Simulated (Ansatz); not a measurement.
# Si: single points about a listed cell

A set of self-consistent runs on Si under further strains and shifts, distortions that keep the symmetry, other functionals, to map its energy surface near the listed cell.

Program: Ansatz 0.2.0. Level of theory: DFT PBE, scalar-relativistic, plane waves, PAW, unless a step's input says otherwise. These are calculated values, not measurements.

## 1. The starting structure

It takes space group I4/mmm (No. 139, tetragonal). Conventional cell: a = 3.254 Å, b = 3.254 Å, c = 2.641 Å, α = 90.00°, β = 90.00°, γ = 90.00°. Si (site symmetry 4/mmm) is surrounded by 10 Si at 2.64 to 2.65 Å.

Structure file:

```
Si
1.0
    -1.62691    1.62691    1.32033
     1.62691   -1.62691    1.32033
     1.62691    1.62691   -1.32033
Si
1
Direct
  0.00000 0.00000 0.00000
```

The structure comes from the Materials Project (structure only).

## 2. A change within the space group

What differs from the listed cell: strain xx, yy, zz, yz, xz, xy = +5.2, +5.2, +3.7, +0.0, +0.0, +0.0 %.

input.yaml reads:

```yaml
crystal:
  lattice:
    - [-1.7116446596, 1.7116446596, 1.3692876808]
    - [1.7116446596, -1.7116446596, 1.3692876808]
    - [1.7116446596, 1.7116446596, -1.3692876808]
  atoms:
    - { symbol: Si, position: [0.0, 0.0, 0.0] }
basis:
  ecutwfc: 420
kpoints:
  mp_grid: { grid: [20, 20, 20] }
hamiltonian:
  xc: pbe
scf:
  occupations: { method: gaussian, width: 0.1 }
output:
  forces: true
  stress: true
  eigenvalues: true
```

Command:

```
$ ansatz run input.yaml --threads 1 --pin off --max-ram 1331MiB --backend cpu --events-out ev --progress --plain --runs-dir out
```

The log of the run, shortened:

```text
Warning: RAYON_NUM_THREADS=1 ignored (pool sized by the plan → 1); use --threads N
[...]
Pseudopotentials: kind: paw
Pseudopotential: Si, paw, valence charge 4, recommended cutoff 420 eV (normal), Si.paw.azcp
Functional definition: PBE
[...]
Crystal: 1 atoms, lattice volume = 16.047 Å³
Basis set: ecut = 420 eV, 325 PW (Γ), exchange–correlation on 40×40×40 points (8 copies of the dense FFT grid, shifted against one another)
Bands: 6, of which v1, the nominal top of the filled ones, is band 2 counted from 1 (1 counted from 0)
Symmetry: 16 space group operations
Space group: I4/mmm (ITA 139), of the structure as read, at distance tolerance 2.5e-5 Å
k-points: 641 of 8000
[...]
SCF iter   1: F=—  HF=-635.291142 eV  |F-HF|=—  |Δ(HF+E_count)|=         —  Δρ=1.09e-3  dr2=8.09e-5  ethr=1.77e-3  ⟨swp⟩=5.1  Hψ=36090  notcnv=0
[...]
SCF iter   6: F=-635.291258 eV  HF=-635.291258 eV  |F-HF|=2.10e-11  |Δ(HF+E_count)|=   1.15e-9  Δρ=7.41e-7  dr2=7.55e-11  ethr=1.17e-10  ⟨swp⟩=2.4  Hψ=12203  notcnv=0
[...]
SCF converged after 6 iterations
Free energy (F): -635.291258 eV
[...]
E sigma→0 (E₀):  -635.290098 eV
Entropy (-TS):   -0.002318 eV (-2.318 meV/atom)
Fermi energy:    9.280407 eV
[...]
--- Forces (eV/Å), atoms counted from 1 ---
  atom   1  Si     0.00000000    -0.00000000    -0.00000000
[...]
--- Stress (GPa, compression-positive) ---
       -6.453885       0.000000      -0.000000
        0.000000      -6.453885       0.000000
        0.000000       0.000000      -8.462713
  P = ⅓ Tr σ = -7.1235 GPa (-71.235 kbar)
--- Band table (eV; the first three rows and the last of 641) ---
  k-point 0: bands = ["-4.2006", "17.9659", "17.9659", "18.4058", "21.3619", "21.4287"]
[...]
```

Wall time 9.6 s (1 thread of an x86-64 CPU, shared host); peak memory 0.38 GiB.

## 3. Another functional, on a distorted cell: r2SCAN

What differs from the listed cell: strain xx, yy, zz, yz, xz, xy = -3.4, -3.4, +2.6, +0.0, +0.0, +0.0 %.

input.yaml reads:

```yaml
crystal:
  lattice:
    - [-1.5715347458, 1.5715347458, 1.3546056129]
    - [1.5715347458, -1.5715347458, 1.3546056129]
    - [1.5715347458, 1.5715347458, -1.3546056129]
  atoms:
    - { symbol: Si, position: [0.0, 0.0, 0.0] }
basis:
  ecutwfc: 500
kpoints:
  mp_grid: { grid: [20, 20, 20] }
hamiltonian:
  xc: r2scan
scf:
  occupations: { method: gaussian, width: 0.1 }
output:
  forces: true
  stress: true
  eigenvalues: true
```

Command:

```
$ ansatz run input.yaml --threads 1 --pin off --max-ram 1331MiB --backend cpu --events-out ev --progress --plain --runs-dir out
```

The log of the run, shortened:

```text
Warning: RAYON_NUM_THREADS=1 ignored (pool sized by the plan → 1); use --threads N
[...]
[... 1 set-up line as earlier in the session ...]
Pseudopotential: Si, paw, valence charge 4, recommended cutoff 500 eV (meta_gga), Si.paw.azcp
Functional definition: r2SCAN
[...]
Crystal: 1 atoms, lattice volume = 13.382 Å³
Basis set: ecut = 500 eV, 349 PW (Γ), exchange–correlation on 80×80×80 points (64 copies of the dense FFT grid, shifted against one another)
Bands: 6, of which v1, the nominal top of the filled ones, is band 2 counted from 1 (1 counted from 0)
[... 1 set-up line as earlier in the session ...]
Space group: I4/mmm (ITA 139), of the structure as read, at distance tolerance 2.4e-5 Å
k-points: 641 of 8000
[...]
SCF iter   1: F=—  HF=-638.360741 eV  |F-HF|=—  |Δ(HF+E_count)|=         —  Δρ=6.22e-3  dr2=4.88e-3  dr2_τ=5.97e-3  ethr=1.77e-3  ⟨swp⟩=5.1  Hψ=37075  notcnv=0
[...]
SCF iter   6: F=-638.369929 eV  HF=-638.369929 eV  |F-HF|=5.22e-9  |Δ(HF+E_count)|=   9.70e-8  Δρ=7.30e-6  dr2=4.26e-9  dr2_τ=6.65e-11  ethr=2.50e-9  ⟨swp⟩=5.7  Hψ=20245  notcnv=0
[...]
SCF converged after 6 iterations
Free energy (F): -638.369929 eV
[...]
E sigma→0 (E₀):  -638.368730 eV
Entropy (-TS):   -0.002397 eV (-2.397 meV/atom)
Fermi energy:    11.808714 eV
[...]
--- Forces (eV/Å), atoms counted from 1 ---
  atom   1  Si     0.00000000     0.00000000    -0.00000000
[...]
--- Stress (GPa, compression-positive) ---
        6.850315       0.000000       0.000000
        0.000000       6.850315       0.000000
        0.000000      -0.000000       0.161017
  P = ⅓ Tr σ = 4.6205 GPa (46.205 kbar)
--- Band table (eV; the first three rows and the last of 641) ---
  k-point 0: bands = ["-4.2603", "22.9347", "24.0649", "24.0649", "26.8119", "26.9286"]
[...]
```

Wall time 15 s (1 thread of an x86-64 CPU, shared host); peak memory 0.41 GiB.

## 4. Functional and cell changed: r2SCAN

What differs from the listed cell: strain xx, yy, zz, yz, xz, xy = -0.1, -0.1, -0.1, +0.0, +0.0, +0.0 %.

input.yaml reads:

```yaml
crystal:
  lattice:
    - [-1.6245721725, 1.6245721725, 1.318428575]
    - [1.6245721725, -1.6245721725, 1.318428575]
    - [1.6245721725, 1.6245721725, -1.318428575]
  atoms:
    - { symbol: Si, position: [0.0, 0.0, 0.0] }
basis:
  ecutwfc: 500
kpoints:
  mp_grid: { grid: [20, 20, 20] }
hamiltonian:
  xc: r2scan
scf:
  occupations: { method: gaussian, width: 0.1 }
output:
  forces: true
  stress: true
  eigenvalues: true
```

Command:

```
$ ansatz run input.yaml --threads 1 --pin off --max-ram 1331MiB --backend cpu --events-out ev --progress --plain --runs-dir out
```

The log of the run, shortened:

```text
Warning: RAYON_NUM_THREADS=1 ignored (pool sized by the plan → 1); use --threads N
[...]
[... 3 set-up lines as earlier in the session ...]
[...]
Crystal: 1 atoms, lattice volume = 13.919 Å³
Basis set: ecut = 500 eV, 357 PW (Γ), exchange–correlation on 80×80×80 points (64 copies of the dense FFT grid, shifted against one another)
Bands: 6, of which v1, the nominal top of the filled ones, is band 2 counted from 1 (1 counted from 0)
[... 2 set-up lines as earlier in the session ...]
k-points: 641 of 8000
[...]
SCF iter   1: F=—  HF=-638.382784 eV  |F-HF|=—  |Δ(HF+E_count)|=         —  Δρ=5.90e-3  dr2=4.56e-3  dr2_τ=4.93e-3  ethr=1.77e-3  ⟨swp⟩=5.2  Hψ=36940  notcnv=0
[...]
SCF iter   6: F=-638.394054 eV  HF=-638.394054 eV  |F-HF|=1.79e-9  |Δ(HF+E_count)|=   3.57e-8  Δρ=2.81e-6  dr2=5.58e-10  dr2_τ=9.95e-12  ethr=7.03e-10  ⟨swp⟩=3.0  Hψ=13899  notcnv=0
[...]
SCF converged after 6 iterations
Free energy (F): -638.394054 eV
[...]
E sigma→0 (E₀):  -638.393017 eV
Entropy (-TS):   -0.002074 eV (-2.074 meV/atom)
Fermi energy:    11.251819 eV
[...]
--- Forces (eV/Å), atoms counted from 1 ---
  atom   1  Si    -0.00000000     0.00000000     0.00000000
[...]
--- Stress (GPa, compression-positive) ---
        1.206501      -0.000000       0.000000
       -0.000000       1.206501       0.000000
        0.000000       0.000000      -1.148519
  P = ⅓ Tr σ = 0.4215 GPa (4.215 kbar)
--- Band table (eV; the first three rows and the last of 641) ---
  k-point 0: bands = ["-4.4347", "21.3465", "22.1834", "22.1834", "25.1425", "26.4167"]
[...]
```

Run time: 18 s. Hardware: 1 thread of an x86-64 CPU, shared host; peak memory 0.42 GiB.

## 5. A distortion that keeps the symmetry

What differs from the listed cell: strain xx, yy, zz, yz, xz, xy = +4.2, +4.2, +2.7, +0.0, +0.0, +0.0 %.

input.yaml reads:

```yaml
crystal:
  lattice:
    - [-1.6946108602, 1.6946108602, 1.3554638273]
    - [1.6946108602, -1.6946108602, 1.3554638273]
    - [1.6946108602, 1.6946108602, -1.3554638273]
  atoms:
    - { symbol: Si, position: [0.0, 0.0, 0.0] }
basis:
  ecutwfc: 420
kpoints:
  mp_grid: { grid: [20, 20, 20] }
hamiltonian:
  xc: pbe
scf:
  occupations: { method: gaussian, width: 0.1 }
output:
  forces: true
  stress: true
  eigenvalues: true
```

Command:

```
$ ansatz run input.yaml --threads 1 --pin off --max-ram 1331MiB --backend cpu --events-out ev --progress --plain --runs-dir out
```

The log of the run, shortened:

```text
Warning: RAYON_NUM_THREADS=1 ignored (pool sized by the plan → 1); use --threads N
[...]
[... 3 set-up lines as earlier in the session ...]
[...]
Crystal: 1 atoms, lattice volume = 15.570 Å³
Basis set: ecut = 420 eV, 309 PW (Γ), exchange–correlation on 40×40×40 points (8 copies of the dense FFT grid, shifted against one another)
Bands: 6, of which v1, the nominal top of the filled ones, is band 2 counted from 1 (1 counted from 0)
[... 2 set-up lines as earlier in the session ...]
k-points: 641 of 8000
[...]
SCF iter   1: F=—  HF=-635.309755 eV  |F-HF|=—  |Δ(HF+E_count)|=         —  Δρ=1.13e-3  dr2=7.96e-5  ethr=1.77e-3  ⟨swp⟩=5.0  Hψ=36076  notcnv=0
[...]
SCF iter   6: F=-635.309864 eV  HF=-635.309864 eV  |F-HF|=2.39e-12  |Δ(HF+E_count)|=  7.82e-10  Δρ=4.31e-7  dr2=2.12e-11  ethr=6.90e-11  ⟨swp⟩=2.0  Hψ=11962  notcnv=0
[...]
SCF converged after 6 iterations
Free energy (F): -635.309864 eV
[...]
E sigma→0 (E₀):  -635.308760 eV
Entropy (-TS):   -0.002207 eV (-2.207 meV/atom)
Fermi energy:    9.674179 eV
[...]
--- Forces (eV/Å), atoms counted from 1 ---
  atom   1  Si    -0.00000000     0.00000000    -0.00000000
[...]
--- Stress (GPa, compression-positive) ---
       -4.731460      -0.000000       0.000000
       -0.000000      -4.731460      -0.000000
        0.000000      -0.000000      -6.466140
  P = ⅓ Tr σ = -5.3097 GPa (-53.097 kbar)
--- Band table (eV; the first three rows and the last of 641) ---
  k-point 0: bands = ["-4.0748", "18.6288", "18.6288", "18.8500", "21.9483", "22.1860"]
[...]
```

Wall time 9.2 s (1 thread of an x86-64 CPU, shared host); peak memory 0.37 GiB.

## 6. A change within a subgroup

Against the listed cell: strain xx, yy, zz, yz, xz, xy = +4.5, +4.5, +4.6, +0.0, +0.0, +1.0 %.

input.yaml reads:

```yaml
crystal:
  lattice:
    - [-1.6839220291, 1.6839708366, 1.3810914297]
    - [1.6839220291, -1.6839708366, 1.3810914297]
    - [1.7164603277, 1.7165091352, -1.3810914297]
  atoms:
    - { symbol: Si, position: [0.0, 0.0, 0.0] }
basis:
  ecutwfc: 420
kpoints:
  mp_grid: { grid: [16, 16, 16] }
hamiltonian:
  xc: pbe
scf:
  occupations: { method: gaussian, width: 0.1 }
output:
  forces: true
  stress: true
  eigenvalues: true
```

Command:

```
$ ansatz run input.yaml --threads 1 --pin off --max-ram 1331MiB --backend cpu --events-out ev --progress --plain --runs-dir out
```

The log of the run, shortened:

```text
Warning: 4 symmetry operations that the atoms keep within the bar at which the run's group was sought (crystal.symmetry.tolerance 1.0e-5, or twice it) were not taken beside the 4 unitary ones that the detection took (of a slab, those that keep its plane). If the more symmetric cell is [...]
Warning: RAYON_NUM_THREADS=1 ignored (pool sized by the plan → 1); use --threads N
[...]
[... 3 set-up lines as earlier in the session ...]
[...]
Crystal: 1 atoms, lattice volume = 15.968 Å³
Basis set: ecut = 420 eV, 327 PW (Γ), exchange–correlation on 40×40×40 points (8 copies of the dense FFT grid, shifted against one another)
Bands: 6, of which v1, the nominal top of the filled ones, is band 2 counted from 1 (1 counted from 0)
Symmetry: 4 space group operations
Space group: C2/m (ITA 12), of the structure as read, at distance tolerance 2.5e-5 Å
k-points: 1098 of 4096
[...]
SCF iter   1: F=—  HF=-635.297575 eV  |F-HF|=—  |Δ(HF+E_count)|=         —  Δρ=1.06e-3  dr2=6.83e-5  ethr=1.77e-3  ⟨swp⟩=5.1  Hψ=61831  notcnv=0
[...]
SCF iter   6: F=-635.297700 eV  HF=-635.297700 eV  |F-HF|=1.41e-11  |Δ(HF+E_count)|=  2.37e-10  Δρ=5.00e-7  dr2=3.75e-11  ethr=1.64e-11  ⟨swp⟩=1.4  Hψ=20828  notcnv=0
[...]
SCF converged after 6 iterations
Free energy (F): -635.297700 eV
[...]
E sigma→0 (E₀):  -635.296644 eV
Entropy (-TS):   -0.002113 eV (-2.113 meV/atom)
Fermi energy:    9.329232 eV
[...]
--- Forces (eV/Å), atoms counted from 1 ---
  atom   1  Si     0.00000000     0.00000000     0.00000000
[...]
--- Stress (GPa, compression-positive) ---
       -6.807056      -1.296191       0.000000
       -1.296191      -6.808681       0.000000
        0.000000       0.000000      -7.882780
  P = ⅓ Tr σ = -7.1662 GPa (-71.662 kbar)
--- Band table (eV; the first three rows and the last of 1098) ---
  k-point 0: bands = ["-4.1759", "17.8561", "18.6196", "18.6262", "21.2981", "21.7830"]
[...]
```

It took 15 s on 1 thread of an x86-64 CPU, shared host; peak memory 0.44 GiB.

## 7. A distortion of lower symmetry

Against the listed cell: strain xx, yy, zz, yz, xz, xy = +0.4, -0.4, +0.5, +1.0, +0.0, +0.0 %.

input.yaml reads:

```yaml
crystal:
  lattice:
    - [-1.6340896248, 1.63320384, 1.3437419838]
    - [1.6340896248, -1.606797243, 1.3112036852]
    - [1.6340896248, 1.606797243, -1.3112036852]
  atoms:
    - { symbol: Si, position: [0.0, 0.0, 0.0] }
basis:
  ecutwfc: 420
kpoints:
  mp_grid: { grid: [18, 18, 18] }
hamiltonian:
  xc: pbe
scf:
  occupations: { method: gaussian, width: 0.1 }
output:
  forces: true
  stress: true
  eigenvalues: true
```

Command:

```
$ ansatz run input.yaml --threads 1 --pin off --max-ram 1331MiB --backend cpu --events-out ev --progress --plain --runs-dir out
```

The log of the run, shortened:

```text
Warning: RAYON_NUM_THREADS=1 ignored (pool sized by the plan → 1); use --threads N
[...]
[... 3 set-up lines as earlier in the session ...]
[...]
Crystal: 1 atoms, lattice volume = 14.055 Å³
Basis set: ecut = 420 eV, 273 PW (Γ), exchange–correlation on 36×36×36 points (8 copies of the dense FFT grid, shifted against one another)
Bands: 6, of which v1, the nominal top of the filled ones, is band 2 counted from 1 (1 counted from 0)
[... 1 set-up line as earlier in the session ...]
Space group: C2/m (ITA 12), of the structure as read, at distance tolerance 2.4e-5 Å
k-points: 1550 of 5832
[...]
SCF iter   1: F=—  HF=-635.324616 eV  |F-HF|=—  |Δ(HF+E_count)|=         —  Δρ=1.49e-3  dr2=1.46e-4  ethr=1.77e-3  ⟨swp⟩=5.0  Hψ=87311  notcnv=0
[...]
SCF iter   6: F=-635.324744 eV  HF=-635.324744 eV  |F-HF|=3.68e-11  |Δ(HF+E_count)|=  7.04e-10  Δρ=8.85e-7  dr2=9.30e-11  ethr=4.93e-11  ⟨swp⟩=1.8  Hψ=27103  notcnv=0
[...]
SCF converged after 6 iterations
Free energy (F): -635.324744 eV
[...]
E sigma→0 (E₀):  -635.323668 eV
Entropy (-TS):   -0.002153 eV (-2.153 meV/atom)
Fermi energy:    11.049673 eV
[...]
--- Forces (eV/Å), atoms counted from 1 ---
  atom   1  Si     0.00000000     0.00000000     0.00000000
[...]
--- Stress (GPa, compression-positive) ---
        3.185913      -0.000000      -0.000000
       -0.000000       3.547967      -0.583318
       -0.000000      -0.583318       2.292078
  P = ⅓ Tr σ = 3.0087 GPa (30.087 kbar)
--- Band table (eV; the first three rows and the last of 1550) ---
  k-point 0: bands = ["-3.6116", "20.7011", "21.2463", "21.2845", "24.1024", "24.8390"]
[...]
```

Wall time 20 s (1 thread of an x86-64 CPU, shared host); peak memory 0.48 GiB.

## 8. A change within a subgroup

Against the listed cell: strain xx, yy, zz, yz, xz, xy = -0.9, +1.5, +9.3, -3.6, +0.0, +0.0 %.

Changes to input.yaml since step 7:

```diff
@@ -2,5 +2,5 @@
   lattice:
-    - [-1.6340896248, 1.63320384, 1.3437419838]
-    - [1.6340896248, -1.606797243, 1.3112036852]
-    - [1.6340896248, 1.606797243, -1.3112036852]
+    - [-1.6117032754, 1.6043274209, 1.3847581419]
+    - [1.6117032754, -1.6988630381, 1.5012452509]
+    - [1.6117032754, 1.6988630381, -1.5012452509]
   atoms:
```

Command:

```
$ ansatz run input.yaml --threads 1 --pin off --max-ram 1331MiB --backend cpu --events-out ev --progress --plain --runs-dir out
```

The log of the run, shortened:

```text
Warning: RAYON_NUM_THREADS=1 ignored (pool sized by the plan → 1); use --threads N
[...]
[... 3 set-up lines as earlier in the session ...]
[...]
Crystal: 1 atoms, lattice volume = 15.347 Å³
Basis set: ecut = 420 eV, 301 PW (Γ), exchange–correlation on 36×40×40 points (8 copies of the dense FFT grid, shifted against one another)
Bands: 6, of which v1, the nominal top of the filled ones, is band 2 counted from 1 (1 counted from 0)
[... 2 set-up lines as earlier in the session ...]
k-points: 1550 of 5832
[...]
SCF iter   1: F=—  HF=-635.301547 eV  |F-HF|=—  |Δ(HF+E_count)|=         —  Δρ=1.27e-3  dr2=1.10e-4  ethr=1.77e-3  ⟨swp⟩=5.0  Hψ=87707  notcnv=0
[...]
SCF iter   6: F=-635.301649 eV  HF=-635.301649 eV  |F-HF|=1.19e-10  |Δ(HF+E_count)|=   1.76e-9  Δρ=1.34e-6  dr2=2.70e-10  ethr=1.20e-10  ⟨swp⟩=2.4  Hψ=29553  notcnv=0
[...]
SCF converged after 6 iterations
Free energy (F): -635.301649 eV
[...]
E sigma→0 (E₀):  -635.300471 eV
Entropy (-TS):   -0.002357 eV (-2.357 meV/atom)
Fermi energy:    9.827493 eV
[...]
--- Forces (eV/Å), atoms counted from 1 ---
  atom   1  Si     0.00000000     0.00000000    -0.00000000
[...]
--- Stress (GPa, compression-positive) ---
       -2.201616      -0.000000      -0.000000
       -0.000000      -4.712863      -0.870463
       -0.000000      -0.870463      -5.974267
  P = ⅓ Tr σ = -4.2962 GPa (-42.962 kbar)
--- Band table (eV; the first three rows and the last of 1550) ---
  k-point 0: bands = ["-3.9878", "19.7157", "19.9881", "20.3063", "21.4091", "22.3742"]
[...]
```

Run time: 23 s. Hardware: 1 thread of an x86-64 CPU, shared host; peak memory 0.49 GiB.

## 9. Functional and cell changed: r2SCAN

Against the listed cell: strain xx, yy, zz, yz, xz, xy = +4.4, +4.4, +4.4, +0.0, +0.0, +0.0 %.

input.yaml reads:

```yaml
crystal:
  lattice:
    - [-1.6983039571, 1.6983039571, 1.3782659238]
    - [1.6983039571, -1.6983039571, 1.3782659238]
    - [1.6983039571, 1.6983039571, -1.3782659238]
  atoms:
    - { symbol: Si, position: [0.0, 0.0, 0.0] }
basis:
  ecutwfc: 500
kpoints:
  mp_grid: { grid: [20, 20, 20] }
hamiltonian:
  xc: r2scan
scf:
  occupations: { method: gaussian, width: 0.1 }
output:
  forces: true
  stress: true
  eigenvalues: true
```

Command:

```
$ ansatz run input.yaml --threads 1 --pin off --max-ram 1331MiB --backend cpu --events-out ev --progress --plain --runs-dir out
```

The log of the run, shortened:

```text
Warning: RAYON_NUM_THREADS=1 ignored (pool sized by the plan → 1); use --threads N
[...]
[... 3 set-up lines as earlier in the session ...]
[...]
Crystal: 1 atoms, lattice volume = 15.901 Å³
Basis set: ecut = 500 eV, 369 PW (Γ), exchange–correlation on 96×96×96 points (64 copies of the dense FFT grid, shifted against one another)
Bands: 6, of which v1, the nominal top of the filled ones, is band 2 counted from 1 (1 counted from 0)
[... 2 set-up lines as earlier in the session ...]
k-points: 641 of 8000
[...]
SCF iter   1: F=—  HF=-638.323493 eV  |F-HF|=—  |Δ(HF+E_count)|=         —  Δρ=4.77e-3  dr2=3.50e-3  dr2_τ=2.11e-3  ethr=1.77e-3  ⟨swp⟩=5.2  Hψ=36794  notcnv=0
[...]
SCF iter   6: F=-638.333982 eV  HF=-638.333982 eV  |F-HF|=1.84e-9  |Δ(HF+E_count)|=   1.46e-8  Δρ=2.12e-6  dr2=5.43e-10  dr2_τ=9.49e-12  ethr=1.09e-10  ⟨swp⟩=2.5  Hψ=13210  notcnv=0
[...]
SCF converged after 6 iterations
Free energy (F): -638.333982 eV
[...]
E sigma→0 (E₀):  -638.332899 eV
Entropy (-TS):   -0.002167 eV (-2.167 meV/atom)
Fermi energy:    9.434833 eV
[...]
--- Forces (eV/Å), atoms counted from 1 ---
  atom   1  Si    -0.00000000     0.00000000     0.00000000
[...]
--- Stress (GPa, compression-positive) ---
       -7.412760       0.000000       0.000000
        0.000000      -7.412760      -0.000000
        0.000000       0.000000     -11.337584
  P = ⅓ Tr σ = -8.7210 GPa (-87.210 kbar)
--- Band table (eV; the first three rows and the last of 641) ---
  k-point 0: bands = ["-4.9590", "18.9662", "18.9662", "19.2447", "22.4297", "22.7508"]
[...]
```

It took 20 s on 1 thread of an x86-64 CPU, shared host; peak memory 0.45 GiB.

## 10. Summary of results

```
step                                             case  energy (meV/atom)  pressure (GPa)  largest force (eV/Å)  gap on the mesh (eV)
   2                  a change within the space group               +0.0            -7.1                  0.00                  0.00
   3  another functional, on a distorted cell: r2SCAN                n/a             4.6                  0.00                  0.00
   4              functional and cell changed: r2SCAN                n/a             0.4                  0.00                  0.00
   5             a distortion that keeps the symmetry              -18.7            -5.3                  0.00                  0.00
   6                       a change within a subgroup              -6.5*            -7.2                  0.00                  0.00
   7                   a distortion of lower symmetry             -33.6*             3.0                  0.00                  0.00
   8                       a change within a subgroup             -10.4*            -4.3                  0.00                  0.00
   9              functional and cell changed: r2SCAN                n/a            -8.7                  0.00                  0.00
```

Energies are counted from step 2, with the smearing taken to zero; a star marks another k mesh, which can shift energies by itself, so starred rows don't rank against the others. Other atoms or functionals have another zero of energy (n/a). A gap of 0.00 means none on the mesh at this level.

**Reading.** The distorted cells of the listed formula and level show no gap on the mesh.
